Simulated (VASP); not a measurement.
Here is a VASP 6.6.1 calculation.

INCAR

```
  PREC = Accurate
  ENCUT = 600
  EDIFF = 1E-6
  ISMEAR = 0
  SIGMA = 0.03
  LREAL = F
  LASPH = T
  NELM = 80
  ALGO = Normal
  ISIF = 3
  LWAVE = F
  LCHARG = F
  GGA = PE
  IBRION = 2
  NSW = 90
  EDIFFG = -0.01
```

Contents of KPOINTS:

```
regular mesh
0
Gamma
  8 8 8
```

The input POSCAR:

```
BaTiO3
1.0
    4.0060000000      0.0000000000      0.0000000000
    0.0000000000      4.0060000000      0.0000000000
    0.0000000000      0.0000000000      4.0060000000
Ba Ti O
1 1 3
Direct
    0.5000000000      0.5000000000      0.5000000000
    0.0000000000      0.0000000000      0.0000000000
    0.5000000000      0.0000000000      0.0000000000
    0.0000000000      0.5000000000      0.0000000000
    0.0000000000      0.0000000000      0.5000000000
```

Potentials or basis: VASP PAW PBE potentials, release 64 (Ba_sv, Ti_sv, O).

Command:

```bash
$ cat potpaw_PBE.64/Ba_sv/POTCAR potpaw_PBE.64/Ti_sv/POTCAR potpaw_PBE.64/O/POTCAR > POTCAR
$ mpirun -np 1 vasp_std > vasp.out
```

(1) Predict the band gap on the k mesh.

(2) What does it give for the relaxed cell?

Answers

(1) 1.70 eV, indirect (least direct gap 1.87 eV).

(2) a = 4.032 Å, b = 4.032 Å, c = 4.032 Å, α = 90.00°, β = 90.00°, γ = 90.00°.

Caveat: spin-orbit coupling is left out, which moves the levels of the heavy elements.
